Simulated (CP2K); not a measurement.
Runs of CP2K 2026.2 on SnTe. Symmetry: Fm-3m, No. 225, cubic system. The conventional cell has a = 6.302 Å, b = 6.302 Å, c = 6.302 Å, α = 90.00°, β = 90.00°, γ = 90.00°. Te (site symmetry m-3m) has 6 Sn at 3.15 Å as nearest neighbours. Sn (site symmetry m-3m) is surrounded by 6 Te at 3.15 Å. 

| level | potentials or basis | spin | smearing | EPS_DEFAULT | k points reduced by the point group | NGRIDS | points a segment of the path (NPOINTS) | bands added on the path | pressure (GPa) |
| --- | --- | --- | --- | --- | --- | --- | --- | --- | --- |
| PBE | POTENTIAL_UZH Te GTH-PBE-q6, Sn GTH-PBE-q4; TZVP-MOLOPT-PBE-GTH basis | off | fermi-dirac 0.05 eV | 1.0E-9 | yes | 5 | 6 | 6 | 3.0 |
| LDA | GTH_POTENTIALS Te GTH-PADE-q6, Sn GTH-PADE-q4; TZVP-MOLOPT-PBE-GTH basis | off | fermi-dirac 0.0259 eV | 1.0E-10 | yes | 5 | 6 | 6 | -1.3 |
| PBE | GTH_SOC_POTENTIALS Te GTH-PBE-q6, Sn GTH-PBE-q4; TZVP-MOLOPT-PBE-GTH basis | SOC, no magnetisation | fermi-dirac 0.0259 eV | 1.0E-9 | - | 5 | 6 | 4 | 3.0 |
| r2SCAN | POTENTIAL_UZH Te GTH-SCAN-q6, Sn GTH-SCAN-q4; TZVP-MOLOPT-SCAN-GTH basis | off | fermi-dirac 0.01 eV | 1.0E-9 | yes | 5 | 8 | 4 | (a) |
| PBEsol | POTENTIAL_UZH Te GTH-PBE-q6, Sn GTH-PBE-q4; TZVP-MOLOPT-PBE-GTH basis | off | fermi-dirac 0.0259 eV | 1.0E-10 | yes | 4 | 8 | 2 | 1.8 |

Alike in all rows: task band structure; cell as given; k mesh 7 × 7 × 7.

**Question.** Fill in the values left out.

**Answer.** (a) 0.0.

Caveats: the basis of atomic orbitals isn't converged, which shifts pressures, moduli and gaps; the potentials were made for another functional, which shifts forces and pressure (some runs).
